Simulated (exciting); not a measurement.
An input for exciting (release sodium) (TiNi):

The input input.xml:

```xml
<input>
  <title>TiNi</title>
  <structure speciespath="./" tshift="false">
    <crystal scale="1.0">
      <basevect>3.821946000000 0.000000000000 0.000000000000</basevect>
      <basevect>0.000000000000 3.821946000000 0.000000000000</basevect>
      <basevect>0.000000000000 0.000000000000 3.636250000000</basevect>
    </crystal>
    <species speciesfile="Ni.xml" rmt="2">
      <atom coord="0.000000000000 0.000000000000 0.000000000000" bfcmt="0 0 -8"/>
      <atom coord="0.500000000000 0.500000000000 0.000000000000" bfcmt="0 0 -8"/>
    </species>
    <species speciesfile="Ti.xml" rmt="2">
      <atom coord="0.500000000000 0.000000000000 0.519199000000" bfcmt="0 0 -8"/>
      <atom coord="0.000000000000 0.500000000000 0.480801000000" bfcmt="0 0 -8"/>
    </species>
  </structure>
  <groundstate do="fromscratch" ngridk="4 4 4" rgkmax="9" gmaxvr="14" lmaxapw="10" lmaxmat="10" lmaxvr="8" stype="Gaussian" swidth="0.00036749" nempty="44" ValenceRelativity="iora*" epsengy="1e-05" epspot="1e-05" maxscl="75" tforce="true" outputlevel="normal">
    <libxc exchange="XC_GGA_X_AM05" correlation="XC_GGA_C_AM05"/>
    <spin reducebf="0.5"/>
  </groundstate>
</input>
```

Potentials or basis: all-electron LAPW+lo, shipped species files, valence relativity iora*.

Command:

```console
$ OMP_NUM_THREADS=1 exciting_smp
```

Q: How does this run end?

A: The run stopped without a result. It printed:

Output:

```text
Error(checkmt): muffin-tin spheres overlap between
                   species    1 atom    2 and
                   species    1 atom    1

   Sum of muffin-tin radii :    4.0000
   Distance between atoms  :    2.7025

   Please check, and possibly reduce, the input (or default) values
   of the attribute ''rmt'' inside the element ''species''
   for species    1 and    1

   See link:
```
